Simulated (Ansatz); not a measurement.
## Hf: relaxation of cell and atoms with revPBE+D4

Hf:

```xyz
1
Lattice="-1.8050 1.8050 1.8050 1.8050 -1.8050 1.8050 1.8050 1.8050 -1.8050" Properties=species:S:1:pos:R:3 pbc="T T T"
Hf    0.0000    0.0000    0.0000
```

This isn't the form of Hf at room conditions, which is hcp.

```
Program             : Ansatz 0.2.0
Task                : relaxation of cell and atoms
Functional          : revPBE
Dispersion          : D4
Potentials or basis : Ansatz PAW
Cutoff              : 420 eV (not typed: the program's choice for these potentials)
k mesh              : 10 × 10 × 10
Occupations         : fermi-dirac, width 0.05 eV
Spin                : no spin polarisation
```

```
Relaxed volume                         : 22.35 Å³/atom
Relaxed cell                           : a = 3.073 Å, b = 3.073 Å, c = 3.073 Å, α = 109.47°, β = 109.47°, γ = 109.47°
Space group after relaxing (to 0.05 Å) : Im-3m (No. 229)
Energy gained by relaxing              : 18.0 meV/atom
Ionic steps                            : 5
Pressure after relaxing                : 0.0 GPa
Band gap on the k mesh                 : none (metal or under the smearing width)
```

Step by step:
| step | energy change (eV) | largest force (eV/Å) | volume (Å³) |
| --- | --- | --- | --- |
| 1 | 0.0000 | 0.0000 | 23.52 |
| 2 | -0.0021 | 0.0000 | 21.30 |
| 3 | -0.0182 | 0.0000 | 22.41 |
| 4 | -0.0183 | 0.0000 | 22.35 |
| 5 | -0.0180 | 0.0000 | 22.35 |

Final structure:
```cif
data_structure
_symmetry_space_group_name_H-M 'P 1'
_symmetry_Int_Tables_number 1
_cell_length_a 3.0733
_cell_length_b 3.0733
_cell_length_c 3.0733
_cell_angle_alpha 109.471
_cell_angle_beta 109.471
_cell_angle_gamma 109.471
_cell_volume 22.35
loop_
_atom_site_label
_atom_site_type_symbol
_atom_site_fract_x
_atom_site_fract_y
_atom_site_fract_z
_atom_site_occupancy
Hf1 Hf 0.00000 0.00000 0.00000 1
```

Levels at points of the mesh, in eV from the Fermi level:
```
              k point  band 11  band 12  band 13  band 14  band 15  band 16
   (0.00, 0.00, 0.00)   -11.43    -7.04     1.53     1.53     1.53     4.32
  (0.00, 0.00, -0.50)   -11.45    -3.38    -0.49     1.03     4.15     5.15
(-0.50, -0.50, -0.50)   -11.45    -2.59    -2.59     6.79     6.79     6.79
```

Run time: 5.1 s on 2 threads of Arm Neoverse V1, with other jobs on the host, peak memory 0.29 GiB.

Caveat: the plane-wave basis is chosen anew once the cell has moved, so the energies of steps on either side of that aren't comparable; pairwise dispersion overbinds metals, which lowers pressure and volume; the PAW data sets come from PBE, with cores solved anew for the run's functional, which leaves a small shift of forces and pressure. The run has no spin-orbit coupling, so splittings on Hf are missing.
